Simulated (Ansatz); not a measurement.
Is this Ag structure a true minimum?

The cell was found from a structure generator's guess, not taken from experiment.

These are results of DFT PBE, scalar-relativistic, plane waves, PAW in Ansatz 0.2.0, not measurements. Cutoff 420 eV; k points 12×12×4 on the computed 5-atom cell (Γ-centred); Gaussian smearing, width 0.10 eV; no spin polarisation.

The cell below (5 atoms, space group P-3m1 (No. 164)) is relaxed within its symmetry.

```cif
data_structure
_symmetry_space_group_name_H-M 'P 1'
_symmetry_Int_Tables_number 1
_cell_length_a 2.9466
_cell_length_b 2.9466
_cell_length_c 11.8729
_cell_angle_alpha 90.000
_cell_angle_beta 90.000
_cell_angle_gamma 120.000
_cell_volume 89.28
loop_
_atom_site_label
_atom_site_type_symbol
_atom_site_fract_x
_atom_site_fract_y
_atom_site_fract_z
_atom_site_occupancy
Ag1 Ag 0.66667 0.33333 0.80040 1
Ag2 Ag 0.00000 0.00000 0.00000 1
Ag3 Ag 0.33333 0.66667 0.19960 1
Ag4 Ag 0.66667 0.33333 0.39974 1
Ag5 Ag 0.33333 0.66667 0.60026 1
```

For the test a repeat of it with 10 atoms (edges 2.95, 5.10, 11.87 Å) was strained at random (σ = 1.5 % a component), the atoms were moved at random (σ = 0.10 Å), and all was relaxed again on a coarse 8×4×2 mesh (in the run’s order of axes) with 0.20 eV smearing, with no symmetry imposed.

Question: Is the structure stable against such a distortion?

Answer: It returns, within 2 meV/atom of the unmoved cell on that mesh and with the same symmetry when read at 0.1 Å (C2/m at 0.01 Å, so small strains and shifts remain). No instability shows in this cell; modes of other wave vectors, which need another repeat, aren't tested.
